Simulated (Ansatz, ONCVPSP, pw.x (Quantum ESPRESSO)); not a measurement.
## pw.x on fcc Al: one setting changed

Potential: optimised norm-conserving Vanderbilt (ONCV), ONCVPSP 4.0.1, PBE; core [Ne], reference 3s2 3p1; waves: 3s: rc 1.90 bohr, ncon 3, nbas 5, qcut 2.9 1/bohr, 1 projector; 3p: rc 1.90 bohr, ncon 3, nbas 7, qcut 3.9 1/bohr, 1 projector; d scattering state at 0.09 Ha: rc 1.45 bohr, ncon 4, nbas 9, qcut 7.1 1/bohr, 2 projectors, debl 1.4 Ha; local part: polynomial inside 1.30 bohr (lpopt 4, dvloc0 0 Ha); core correction: Teter function, fcfact 6.1, rcfact 1.2.

The reference run (k-mesh 14³, cutoffs 50/200 Ry, Fermi–Dirac 0.01 Ry, mixing_beta 0.4, conv_thr 1e-9, no spin) gives -0.62 GPa at 16.527 Å³/atom, where all-electron LAPW gives -0.17 GPa. This run, with its own iteration cap, changes degauss to 0.002.

```
&control
  calculation='scf', prefix='x', pseudo_dir='./', outdir='./tmp', tstress=.true., disk_io='none'
/
&system
  ibrav=0, nat=1, ntyp=1, ecutwfc=50, ecutrho=200, nbnd=8,
  occupations='smearing', smearing='fd', degauss=0.002
/
&electrons
  conv_thr=1e-09, mixing_beta=0.4, electron_maxstep=60
/
ATOMIC_SPECIES
Al 1.0 Al.UPF
CELL_PARAMETERS angstrom
  0.00000000 2.02172157 2.02172157
  2.02172157 0.00000000 2.02172157
  2.02172157 2.02172157 0.00000000
ATOMIC_POSITIONS crystal
Al 0.0000 0.0000 0.0000
K_POINTS automatic
14 14 14 0 0 0
```

```bash
pw.x < Al.scf.in > Al.scf.out
```

Q: How does the run end?

A: It converges in 6 iterations; the free energy moves by +14.2 meV/atom and the pressure by -0.24 GPa. In a metal, with Fermi–Dirac smearing, F lies below its zero-width value by a term in the square of the width.

```
Message from routine setup:
     using ibrav=0 with symmetry is DISCOURAGED, use correct ibrav instead
     lattice parameter (alat)  =       5.4030  a.u.
     unit-cell volume          =     111.5297 (a.u.)^3
     number of electrons       =         3.00
     number of Kohn-Sham states=            8
     kinetic-energy cutoff     =      50.0000  Ry
     charge density cutoff     =     200.0000  Ry
     scf convergence threshold =      1.0E-09
     Exchange-correlation= PBE
     number of k points=   104  Fermi-Dirac smearing, width (Ry)=  0.0020
     iteration #  1     ecut=    50.00 Ry     beta= 0.40
     total energy              =      -4.63555899 Ry
     estimated scf accuracy    <       0.00651374 Ry
     iteration #  2     ecut=    50.00 Ry     beta= 0.40
     total energy              =      -4.63483016 Ry
     estimated scf accuracy    <       0.00212763 Ry
     iteration #  3     ecut=    50.00 Ry     beta= 0.40
     total energy              =      -4.63489136 Ry
     estimated scf accuracy    <       0.00000301 Ry
     iteration #  4     ecut=    50.00 Ry     beta= 0.40
     total energy              =      -4.63489360 Ry
     estimated scf accuracy    <       0.00000004 Ry
     iteration #  5     ecut=    50.00 Ry     beta= 0.40
     total energy              =      -4.63489362 Ry
     estimated scf accuracy    <          4.9E-09 Ry
     iteration #  6     ecut=    50.00 Ry     beta= 0.40
     the Fermi energy is     7.8766 ev
!    total energy              =      -4.63489362 Ry
     estimated scf accuracy    <          4.9E-11 Ry
     smearing contrib. (-TS)   =      -0.00008100 Ry
     The total energy is F=E-TS. E is the sum of the following terms:
     one-electron contribution =       2.90815542 Ry
     hartree contribution      =       0.00757072 Ry
     xc contribution           =      -2.15023012 Ry
     ewald contribution        =      -5.40030864 Ry
     convergence has been achieved in   6 iterations
          total   stress  (Ry/bohr**3)                   (kbar)     P=       -8.56
     Message from routine punch:
     Nothing written, as per user request (disk_io='none')
```

The run took about 5.9 s on one core of a shared host (Intel(R) Xeon(R) Processor @ 2.60GHz, 24 threads, 32 GiB, load 9).
